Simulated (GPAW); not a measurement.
The system is CsPbBr3.

```
Pb Cs Br
1.0
     5.87000    0.00000    0.00000
     0.00000    5.87000    0.00000
     0.00000    0.00000    5.87000
Pb Cs Br
1 1 3
Direct
  0.50000 0.50000 0.50000
  0.00000 0.00000 0.00000
  0.50000 0.50000 0.00000
  0.50000 0.00000 0.50000
  0.00000 0.50000 0.50000
```

Measurements of this composition are mostly on another form, of space group No. 62.

Base run:

| Property | Result |
| --- | --- |
| Program | GPAW 26.7.0 |
| Functional | r2SCAN |
| Potentials or basis | GPAW PAW data sets (gpaw-data 1.2.1) |
| Cutoff | 600 eV |
| Basis | pw |
| k mesh | 5 × 5 × 5 |
| Occupations | fermi-dirac, width 0.05 eV |
| Spin | no spin polarisation |

Its results: pressure 0.7 GPa.

Question: After a change of settings the same cell gave: pressure 1.4 GPa. Which change was it?
A. functional from r2SCAN to PBEsol; potentials or basis from GPAW PAW data sets (gpaw-data 1.2.1) to PAW data sets generated in the run's folder for this functional
B. functional from r2SCAN to LDA; potentials or basis from GPAW PAW data sets (gpaw-data 1.2.1) to the program's PAW data sets (release 1.2.1) made for this functional
C. functional from r2SCAN to PBE

Answer: C.

Caveats: the PAW data sets were made with another functional, which shifts forces and pressure a little (some runs).

Not every run made on this cell is shown here.
